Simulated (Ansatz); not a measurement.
The system is AlN.

```
CELL_PARAMETERS angstrom
3.11300 0.00000 0.00000
-1.55650 2.69594 0.00000
0.00000 0.00000 4.98100
ATOMIC_POSITIONS crystal
Al 0.66667 0.33333 0.50000
Al 0.33333 0.66667 0.00000
N 0.66667 0.33333 0.88000
N 0.33333 0.66667 0.38000
```

Base run:

| Property | Result |
| --- | --- |
| Program | Ansatz 0.2.0 |
| Functional | LDA |
| Potentials or basis | all-electron LAPW, scalar-relativistic |
| Cutoff | 346 eV |
| Density cutoff | 1386 eV |
| Basis error allowed | 0.002 eV/atom |
| k mesh | 10 × 10 × 6 |
| Occupations | fermi-dirac, width 0.05 eV |
| Spin | no spin polarisation |

Its results: band gap on the k mesh 4.24 eV, direct; pressure -4.6 GPa; largest force 0.117 eV/Å.

Problem. The run is repeated on the same cell with these changes: functional from LDA to PBEsol. What comes out?

Solution. Band gap on the k mesh 4.14 eV, direct; pressure 0.1 GPa; largest force 0.130 eV/Å.

PBEsol binds less tightly than LDA, so the same cell stands under more pressure.

Not every run made on this cell is shown here.
